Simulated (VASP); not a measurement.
# AlP (F-43m) in VASP: notebook, part 2 of 3

VASP 6.6.1. Earlier steps stand in the parts before.

### Step 3. Single point, PBE

This run uses another cell than the first one, of 20.85 Å³/atom, 1.062 times its volume.

The input, INCAR:

```
SYSTEM = AlP
  ALGO = Normal
  EDIFF = 1E-6
  ENCUT = 500
  GGA = PE
  GGA_COMPAT = .FALSE.
  ISIF = 2
  ISMEAR = 0
  LASPH = .TRUE.
  LCHARG = .TRUE.
  LELF = .TRUE.
  LREAL = .FALSE.
  LVHAR = .TRUE.
  LWAVE = .FALSE.
  NBANDS = 11
  NELM = 120
  PREC = Accurate
  SIGMA = 0.01
```

The input, KPOINTS:

```
k-points
0
G
  6 6 6
  0 0 0
```

The input, POSCAR:

```
AlP
1.0
    0.0000000000      2.7524869036      2.7524869036
    2.7524869036      0.0000000000      2.7524869036
    2.7524869036      2.7524869036      0.0000000000
Al P
1 1
Direct
    0.0000000000      0.0000000000      0.0000000000
    0.2500000000      0.2500000000      0.2500000000
```

Potentials or basis: VASP PAW PBE potentials, release 64 (Al, P).

The run is started by

```
$ cat potpaw_PBE.64/Al/POTCAR potpaw_PBE.64/P/POTCAR > POTCAR
$ mpirun -np 1 vasp_std > vasp.out
```

OUTCAR:

```text
SYSTEM = AlP
   EDIFF = 1E-6
   ENCUT = 500
   GGA = PE
   ISIF = 2
   ISMEAR = 0
   LASPH = .TRUE.
   LREAL = .FALSE.
   NELM = 120
   PREC = Accurate

 ion  position               nearest neighbor table
   1  0.000  0.000  0.000-   2 2.38   2 2.38   2 2.38   2 2.38
   2  0.250  0.250  0.250-   1 2.38   1 2.38   1 2.38   1 2.38

  LATTYP: Found a face centered cubic cell.
 ALAT       =     5.5049738072

  Lattice vectors:

 A1 = (   0.0000000000,   2.7524869036,   2.7524869036)
 A2 = (   2.7524869036,   0.0000000000,   2.7524869036)
 A3 = (   2.7524869036,   2.7524869036,   0.0000000000)

Analysis of symmetry for initial positions (statically):
=====================================================================
 Subroutine PRICEL returns:
 Original cell was already a primitive cell.

 Routine SETGRP: Setting up the symmetry group for a
 face centered cubic supercell.

 Subroutine GETGRP returns: Found 24 space group operations
 (whereof 24 operations were pure point group operations)
 out of a pool of 48 trial point group operations.

The static configuration has the point symmetry T_d .

Analysis of symmetry for dynamics (positions and initial velocities):
=====================================================================
 Subroutine PRICEL returns:
 Original cell was already a primitive cell.

 Routine SETGRP: Setting up the symmetry group for a
 face centered cubic supercell.

 Subroutine GETGRP returns: Found 24 space group operations
 (whereof 24 operations were pure point group operations)
 out of a pool of 48 trial point group operations.

The dynamic configuration has the point symmetry T_d .

 Subroutine INISYM returns: Found 24 space group operations
 (whereof 24 operations are pure point group operations),
 and found     1 'primitive' translations

----------------------------------------------------------------------------------------

                                     Primitive cell

  volume of cell :      41.7067

  direct lattice vectors                    reciprocal lattice vectors
     0.000000000  2.752486904  2.752486904    -0.181653907  0.181653907  0.181653907
     2.752486904  0.000000000  2.752486904     0.181653907 -0.181653907  0.181653907
     2.752486904  2.752486904  0.000000000     0.181653907  0.181653907 -0.181653907

  length of vectors
     3.892604309  3.892604309  3.892604309     0.314633796  0.314633796  0.314633796

  position of ions in fractional coordinates (direct lattice)
     0.000000000  0.000000000  0.000000000
     0.250000000  0.250000000  0.250000000

  ion indices of the primitive-cell ions
   primitive index   ion index
                 1           1
                 2           2

----------------------------------------------------------------------------------------

 KPOINTS: k-points

Automatic generation of k-mesh.
 Grid dimensions read from file:
 generate k-points for:    6    6    6

 Generating k-lattice:

  Cartesian coordinates                     Fractional coordinates (reciprocal lattice)
    -0.030275651  0.030275651  0.030275651     0.166666667  0.000000000  0.000000000
     0.030275651 -0.030275651  0.030275651     0.000000000  0.166666667  0.000000000
     0.030275651  0.030275651 -0.030275651     0.000000000  0.000000000  0.166666667

  Length of vectors
     0.052438966  0.052438966  0.052438966

  Shift w.r.t. Gamma in fractional coordinates (k-lattice)
     0.000000000  0.000000000  0.000000000

 Subroutine IBZKPT returns following result:
 ===========================================

 Found     16 irreducible k-points:

 Following reciprocal coordinates:
            Coordinates               Weight
  0.000000  0.000000  0.000000      1.000000
  0.166667  0.000000  0.000000      8.000000
  0.333333  0.000000  0.000000      8.000000
  0.500000  0.000000  0.000000      4.000000
  0.166667  0.166667  0.000000      6.000000
  0.333333  0.166667  0.000000     24.000000
[... 8 lines left out ...]
 -0.333333  0.333333  0.166667     24.000000
 -0.333333  0.500000  0.166667     12.000000
   k-points           NKPTS =     16   k-points in BZ     NKDIM =     16   number of bands    NBANDS=     11
   number of dos      NEDOS =    301   number of ions     NIONS =      2
   total plane-waves  NPLWV =  21952
   dimension x,y,z NGX =    28 NGY =   28 NGZ =   28
   dimension x,y,z NGXF=    56 NGYF=   56 NGZF=   56
   ions per type =               1   1
   NGX,Y,Z   is equivalent  to a cutoff of  11.96, 11.96, 11.96 a.u.
   NGXF,Y,Z  is equivalent  to a cutoff of  23.92, 23.92, 23.92 a.u.
 SYSTEM =  AlP
   PREC   = accura    normal or accurate (medium, high low for compatibility)
   ISTART =      0    job   : 0-new  1-cont  2-samecut
   ICHARG =      2    charge: 1-file 2-atom 10-const
   ISPIN  =      1    spin polarized calculation?
   LNONCOLLINEAR =      F non collinear calculations
   LSORBIT =      F    spin-orbit coupling
   LASPH  =      T    aspherical Exc in radial PAW
   ENCUT  =  500.0 eV  36.75 Ry    6.06 a.u.   7.10  7.10  7.10*2*pi/ulx,y,z
   NELM   =    120;   NELMIN=  2; NELMDL= -5     # of ELM steps
   EDIFF  = 0.1E-05   stopping-criterion for ELM
   LREAL  =      F    real-space projection
   EDIFFG = 0.1E-04   stopping-criterion for IOM
   NSW    =      0    number of steps for IOM
   IBRION =     -1    ionic relax: 0-MD 1-quasi-New 2-CG
   NFREE  =      0    steps in history (QN), initial steepest desc. (CG)
   ISIF   =      2    stress and relaxation
   ISYM   =      2    0-nonsym 1-usesym 2-fastsym
   POTIM  = 0.5000    time-step for ionic-motion
   TEBEG  =    0.0;   TEEND  =   0.0 temperature during run
   PSTRESS=    0.0 pullay stress
   NELECT =       8.0000    total number of electrons
   NUPDOWN=      -1.0000    fix difference up-down
   EMIN   =  10.00;   EMAX   =-10.00  energy-range for DOS
   EFERMI =   0.00;   METHOD = LEGACY
   ISMEAR =     0;   SIGMA  =   0.01  broadening in eV -4-tet -1-fermi 0-gaus
   EFERMI_NEDOS =   21; number of points for ismear=-14 and -15
   IALGO  =     38    algorithm
   IMIX   =      4    mixing-type and parameters
     AMIX     =   0.40;   BMIX     =  1.00
     AMIX_MAG =   1.60;   BMIX_MAG =  1.00
  volume/ion in A,a.u.               =      20.85       140.73
  Fermi-wavevector in a.u.,A,eV,Ry     =   0.944140  1.784165 12.128229  0.891400
  Thomas-Fermi vector in A             =   2.071915
   LORBIT       =      0    0 simple, 1 ext, 2 COOP (PROOUT), +10 PAW based schemes
   GGA     = PE    functional components
   LHFCALC =     F    Hartree Fock is set to
   AEXX    =    0.0000 exact exchange contribution
   IVDW    =     0    specifies the selected vdW correction
   LEPSILON=     F    determine dielectric tensor
   LRPA    =     F    only Hartree local field effects (RPA)
 non-spin polarized calculation
 Gauss-broadening in eV      SIGMA  =   0.01
  energy-cutoff  :      500.00
  volume of cell :       41.71
 maximum number of plane-waves:      1067
   NGX = 15   NGY = 15   NGZ = 15

 number of electron       8.0000001 magnetization

 Free energy of the ion-electron system (eV)
  ---------------------------------------------------
  ext. energy  EPLUGINS =         0.00000000
  ---------------------------------------------------
  free energy    TOTEN  =       -10.36934013 eV

  energy without entropy =      -10.36934013  energy(sigma->0) =      -10.36934013

 E-fermi :   4.4067     XC(G=0):  -9.1116

 val. band max:        4.3619353435   @ k =   0.0000   0.0000   0.0000
 cond. band min:       5.9863101829   @ k =   0.5000   0.5000   0.0000
 fundamental gap:      1.6243748394
 Fermi energy:         4.4066706010

 k-point     1 :       0.0000    0.0000    0.0000
  band No.  band energies     occupation
      1      -7.0045      2.00000
      2       4.3619      2.00000
      3       4.3619      2.00000
      4       4.3619      2.00000
      5       7.4572      0.00000
      6       8.8860      0.00000
      7       8.8860      0.00000
      8       8.8860      0.00000
      9      13.1660      0.00000
     10      13.1660      0.00000
     11      14.4801      0.00000
[... 197 lines left out ...]
 k-point    16 :      -0.3333    0.5000    0.1667
  band No.  band energies     occupation
      1      -4.7119      2.00000
      2      -0.6115      2.00000
      3       1.5335      2.00000
      4       1.7699      2.00000
      5       7.6862      0.00000
      6       8.6366      0.00000
      7      11.9188      0.00000
      8      12.2621      0.00000
      9      15.4226      0.00000
     10      16.1819      0.00000
     11      17.4490      0.00000

------------------------ aborting loop because EDIFF is reached ----------------------------------------

  FORCE on cell =-STRESS in cart. coord.  units (eV):
  Direction    XX          YY          ZZ          XY          YZ          ZX
  --------------------------------------------------------------------------------------
  -------------------------------------------------------------------------------------
  Total        0.0177807      0.0177807      0.0177807      0.0000000      0.0000000      0.0000000
  in kB        0.6830515      0.6830515      0.6830515      0.0000000      0.0000000      0.0000000
  external PRESSURE =       0.6830515 kB  Pullay stress =       0.0000000 kB

 VOLUME and BASIS-vectors are now :
 -----------------------------------------------------------------------------
  energy-cutoff  :      500.00
  volume of cell :       41.71
      direct lattice vectors                 reciprocal lattice vectors
     0.000000000  2.752486904  2.752486904    -0.181653907  0.181653907  0.181653907
     2.752486904  0.000000000  2.752486904     0.181653907 -0.181653907  0.181653907
     2.752486904  2.752486904  0.000000000     0.181653907  0.181653907 -0.181653907

 POSITION                                       TOTAL-FORCE (eV/Angst)
 -----------------------------------------------------------------------------------
      0.00000      0.00000      0.00000         0.000000      0.000000     -0.000000
      1.37624      1.37624      1.37624        -0.000000     -0.000000      0.000000
 -----------------------------------------------------------------------------------
    total drift:                               -0.000000     -0.000000      0.000000

  FREE ENERGIE OF THE ION-ELECTRON SYSTEM (eV)
  ---------------------------------------------------
  free  energy   TOTEN  =       -10.3693401328 eV

  energy  without entropy=      -10.3693401328  energy(sigma->0) =      -10.36934013
```

OSZICAR:

```text
N       E                     dE             d eps       ncg     rms          rms(c)
DAV:   1     0.104784945232E+02    0.10478E+02   -0.31578E+03   352   0.545E+02
DAV:   2    -0.983169370673E+01   -0.20310E+02   -0.19119E+02   451   0.858E+01
DAV:   3    -0.107058328912E+02   -0.87414E+00   -0.87214E+00   430   0.175E+01
DAV:   4    -0.107141822331E+02   -0.83493E-02   -0.83486E-02   454   0.209E+00
DAV:   5    -0.107142997928E+02   -0.11756E-03   -0.11756E-03   437   0.225E-01    0.442E+00
DAV:   6    -0.104093845535E+02    0.30492E+00   -0.63023E-01   391   0.292E+00    0.280E+00
DAV:   7    -0.103687108360E+02    0.40674E-01   -0.21375E-01   420   0.187E+00    0.142E+00
DAV:   8    -0.103692514821E+02   -0.54065E-03   -0.15164E-02   404   0.599E-01    0.244E-01
DAV:   9    -0.103691640330E+02    0.87449E-04   -0.72495E-04   434   0.147E-01    0.102E-01
DAV:  10    -0.103693349843E+02   -0.17095E-03   -0.25791E-04   382   0.836E-02    0.130E-02
DAV:  11    -0.103693393936E+02   -0.44093E-05   -0.25989E-05   446   0.228E-02    0.797E-03
DAV:  12    -0.103693401328E+02   -0.73918E-06   -0.14683E-06   397   0.695E-03
   1 F= -.10369340E+02 E0= -.10369340E+02  d E =-.159487E-12
```

It took 14 s on 1 thread of Intel Xeon 8259CL, shared host; peak memory 0.15 GiB.

What came out:

```
Free energy            : -10.3693 eV
Pressure               : 0.1 GPa
Band gap on the k mesh : 1.62 eV, indirect (least direct gap 3.10 eV)
```

[end of part 2 of 3]
